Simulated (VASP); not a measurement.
VASP 6.6.1 run: CdS

INCAR

```
LCHARG = .FALSE.
LWAVE = .FALSE.
EDIFF = 1E-7
PREC = Accurate
ISIF = 2
SIGMA = 0.02
ENCUT = 520
LASPH = .TRUE.
IVDW = 20
NBANDS = 16
NSW = 0
GGA = PE
IBRION = -1
NELM = 97
LREAL = .FALSE.
ISMEAR = -1
```

KPOINTS

```
KPOINTS created by Atomic Simulation Environment
0
Gamma
8 8 8
0 0 0
```

POSCAR

```
Cd S
 1.0000000000000000
     0.0000000000000000    2.8898377815999998    2.8898377815999998
     2.8898377815999998    0.0000000000000000    2.8898377815999998
     2.8898377815999998    2.8898377815999998    0.0000000000000000
 Cd  S
   1   1
Cartesian
  0.0000000000000000  0.0000000000000000  0.0000000000000000
  2.8898377816000003  2.8898377816000003  2.8898377816000003
```

The recommended PBE PAW datasets give the neutral cell 18 valence electrons.

Command

```
mpirun -np 1 vasp_std
```

OSZICAR

```
N       E                     dE             d eps       ncg     rms          rms(c)
DAV:   1     0.109444473948E+03    0.10944E+03   -0.91912E+03   936   0.104E+03
DAV:   2    -0.216502719455E+01   -0.11161E+03   -0.10422E+03  1104   0.254E+02
DAV:   3    -0.633481213177E+01   -0.41698E+01   -0.41622E+01  1208   0.511E+01
DAV:   4    -0.635546772343E+01   -0.20656E-01   -0.20654E-01  1128   0.357E+00
DAV:   5    -0.635570677704E+01   -0.23905E-03   -0.23905E-03  1208   0.370E-01    0.533E+00
DAV:   6    -0.572569309704E+01    0.63001E+00   -0.10630E+00  1200   0.104E+01    0.481E+00
DAV:   7    -0.570472804698E+01    0.20965E-01   -0.13625E-01  1128   0.269E+00    0.260E+00
DAV:   8    -0.570215675993E+01    0.25713E-02   -0.13502E-02  1056   0.131E+00    0.178E-01
DAV:   9    -0.570209368681E+01    0.63073E-04   -0.95759E-04  1160   0.340E-01    0.840E-02
DAV:  10    -0.570219651300E+01   -0.10283E-03   -0.18449E-04  1128   0.122E-01    0.656E-02
DAV:  11    -0.570221797466E+01   -0.21462E-04   -0.27875E-05  1064   0.430E-02    0.928E-03
DAV:  12    -0.570221759275E+01    0.38191E-06   -0.19055E-06  1168   0.770E-03    0.228E-03
DAV:  13    -0.570221751216E+01    0.80587E-07   -0.17905E-07  1144   0.302E-03
   1 F= -.62606832E+01 E0= -.62606491E+01  d E =-.683534E-04
```

From OUTCAR

```
k-points           NKPTS =     29   k-points in BZ     NKDIM =     29   number of bands    NBANDS=     16

   NELECT =      18.0000    total number of electrons

   dimension x,y,z NGX =    30 NGY =   30 NGZ =   30
   dimension x,y,z NGXF=    60 NGYF=   60 NGZF=   60

  energy-cutoff  :      520.00
  volume of cell :       48.27
      direct lattice vectors                 reciprocal lattice vectors
     0.000000000  2.889837782  2.889837782    -0.173020092  0.173020092  0.173020092
     2.889837782  0.000000000  2.889837782     0.173020092 -0.173020092  0.173020092
     2.889837782  2.889837782  0.000000000     0.173020092  0.173020092 -0.173020092

 k-points in reciprocal lattice and weights: KPOINTS created by Atomic Simulation Env
   0.00000000  0.00000000  0.00000000       0.002
   0.12500000  0.00000000  0.00000000       0.016
   0.25000000  0.00000000  0.00000000       0.016
   0.37500000  0.00000000  0.00000000       0.016
   0.50000000  0.00000000  0.00000000       0.008
   0.12500000  0.12500000  0.00000000       0.012
   0.25000000  0.12500000  0.00000000       0.047
   0.37500000  0.12500000  0.00000000       0.047
   ...

 E-fermi :   1.5739

 k-point     1 :       0.0000    0.0000    0.0000
  band No.  band energies     occupation
      1     -10.3620      2.00000
      2      -5.9509      2.00000
      3      -5.9509      2.00000
      4      -5.9509      2.00000
      5      -5.9473      2.00000
      6      -5.9473      2.00000
      7       0.9942      2.00000
      8       0.9942      2.00000
      9       0.9942      2.00000
     10       1.7011      0.00345
     11      10.5985      0.00000
     12      10.5985      0.00000
     13      10.5985      0.00000
     14      11.7982      0.00000
     15      11.7982      0.00000
     16      11.7982      0.00000

 k-point     2 :       0.1250    0.0000    0.0000
  band No.  band energies     occupation
      1     -10.2664      2.00000
      2      -5.9741      2.00000
      3      -5.9741      2.00000
      4      -5.9571      2.00000
      5      -5.9324      2.00000
      6      -5.9324      2.00000
      7      -0.1752      2.00000
      8       1.0518      2.00000
      9       1.0518      2.00000
     10       2.8947      0.00000
     11       9.3346      0.00000
     12      10.0587      0.00000
     13      10.0587      0.00000
     14      11.3169      0.00000
     15      11.3169      0.00000
     16      11.7825      0.00000

 k-point     3 :       0.2500    0.0000    0.0000
  band No.  band energies     occupation
      1     -10.0160      2.00000
      2      -6.0365      2.00000
      3      -6.0365      2.00000
      4      -5.9797      2.00000
      5      -5.8889      2.00000
      6      -5.8889      2.00000
      7      -1.4357      2.00000
      8       1.1997      2.00000
      9       1.1997      2.00000
     10       4.1628      0.00000
     11       7.9154      0.00000
     12       8.7084      0.00000
     13       8.7084      0.00000
     14      11.6941      0.00000
     15      12.0276      0.00000
     16      12.0276      0.00000

 ...

  Total      -2.66226    -2.66226    -2.66226    -0.00000     0.00000     0.00000
  in kB     -88.37130   -88.37130   -88.37130    -0.00000     0.00000     0.00000
  external pressure =      -88.37 kB  Pullay stress =        0.00 kB

 POSITION                                       TOTAL-FORCE (eV/Angst)
 -----------------------------------------------------------------------------------
      0.00000      0.00000      0.00000         0.000000     -0.000000     -0.000000
      2.88984      2.88984      2.88984        -0.000000      0.000000      0.000000
 -----------------------------------------------------------------------------------
    total drift:                               -0.000000      0.000000      0.000000

  FREE ENERGIE OF THE ION-ELECTRON SYSTEM (eV)
  ---------------------------------------------------
  free  energy   TOTEN  =        -6.2606832465 eV

  energy  without entropy=       -6.2606148931  energy(sigma->0) =       -6.26064907
```

It converged. Results: gap between bands v and c on the k mesh 0.19 eV; least direct gap on the k mesh 0.71 eV; pressure -8.8 GPa. Band v is the last that the valence electrons fill when counted band by band, and c is the next.

For comparison, a separate PBE run of the intended cell, on usual settings and not on those above, gives a gap of 0.19 eV on its mesh and a pressure of -7.4 GPa.

The run above took about 13 s on one core of a shared host (Intel Xeon 6975P-C) and held 0.18 GiB at most.
